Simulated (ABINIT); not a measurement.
A calculation with ABINIT 10.8.3 (patched build) of Re (native input, structure from a POSCAR):

The input run.abi:

```
# Pseudopotentials
pp_dirpath "./"
pseudos "Re.GGA_PBE-JTH.xml"

# Structure
structure "poscar:POSCAR"
natom 2

# Plane-wave basis
ecut 598.650497 eV
pawecutdg 44.0

# k points
kptopt 1
ngkpt 11 11 6
nshiftk 1
shiftk 0.0 0.0 0.0

# Exchange and correlation
ixc 11

# Bands and occupations
nband 19
occopt 3
tsmear 0.00183747

# SCF cycle
nstep 100
tolvrs 1.0e-9

# Output
iomode 3
prtwf 0
prteig 0
prtebands 0
prtden 1
prtvha 1
prtvclmb 1
prtpot 1
```

POSCAR

```
Re
1.0
    2.7608000000      0.0000000000      0.0000000000
   -1.3804000000      2.3909229348      0.0000000000
    0.0000000000      0.0000000000      4.4582000000
Re
2
Direct
    0.6666666667      0.3333333333      0.7500000000  Re
    0.3333333333      0.6666666667      0.2500000000  Re
```

Potentials or basis: JTH PAW PBE v2.0.

Launch:

```sh
$ abinit run.abi > log 2>&1
```

Write the same calculation in another form: ASE script, structure from a P1 CIF.

As run:

File run.py:

```python
import json, os
import numpy as np
from ase.units import GPa
from ase.calculators.abinit import Abinit, AbinitProfile
from ase.io import read

atoms = read('Re.cif')

profile = AbinitProfile(command='abinit', pp_paths=[os.path.abspath('pseudos')])
params = dict(
    pps='pawxml', xc='PBE',
    ecut=598.6505,
    pawecutdg=1197.301,
    kptopt=1,
    ngkpt=[11, 11, 6],
    nshiftk=1,
    shiftk=[0.0, 0.0, 0.0],
    ixc=11,
    nband=19,
    occopt=3,
    tsmear=0.05,
    nstep=100,
    tolvrs=1e-09,
    prtwf=0,
    prtden=0,
)

atoms.calc = Abinit(profile=profile, directory='run', **params)
energy = atoms.get_potential_energy()
forces = atoms.get_forces()
stress = atoms.get_stress()
print(f'energy {energy:.6f} eV')
print('forces (eV/A)')
print(np.round(forces, 5))
print('stress (GPa, Voigt, tension positive)', np.round(stress / GPa, 4))
json.dump(dict(energy=energy, forces=forces.tolist(), stress=stress.tolist(), cell=atoms.cell.tolist(), frac=atoms.get_scaled_positions(wrap=False).tolist()), open('results.json', 'w'))
```

The input Re.cif:

```cif
data_Re
_cell_length_a 2.76080000
_cell_length_b 2.76080000
_cell_length_c 4.45820000
_cell_angle_alpha 90.00000000
_cell_angle_beta 90.00000000
_cell_angle_gamma 120.00000000
_space_group_name_H-M_alt 'P1'
_space_group_name_Hall 'P 1'
_space_group_IT_number 1
loop_
_space_group_symop_operation_xyz
'x,y,z'
loop_
_atom_site_label
_atom_site_type_symbol
_atom_site_symmetry_multiplicity
_atom_site_Wyckoff_symbol
_atom_site_fract_x
_atom_site_fract_y
_atom_site_fract_z
_atom_site_occupancy
Re1 Re 1 a 0.6666666667 0.3333333333 0.7500000000 1
Re2 Re 1 a 0.3333333333 0.6666666667 0.2500000000 1
```

Potentials or basis: JTH PAW PBE v2.0.

Launch:

```console
$ python run.py
```

Both were run:

|  | native input, structure from a POSCAR | ASE script, structure from a P1 CIF |
| --- | --- | --- |
| Pressure | 5.5 GPa | 5.5 GPa |
| Band gap on the k mesh | none (metal or under the smearing width) | none (metal or under the smearing width) |
| Valence electrons inside the program's atomic spheres | Re 12.10 (radii [1.1719] Å) | Re 12.10 (radii [1.1719] Å) |

Keys that steer only the numerical path or the files written may differ.
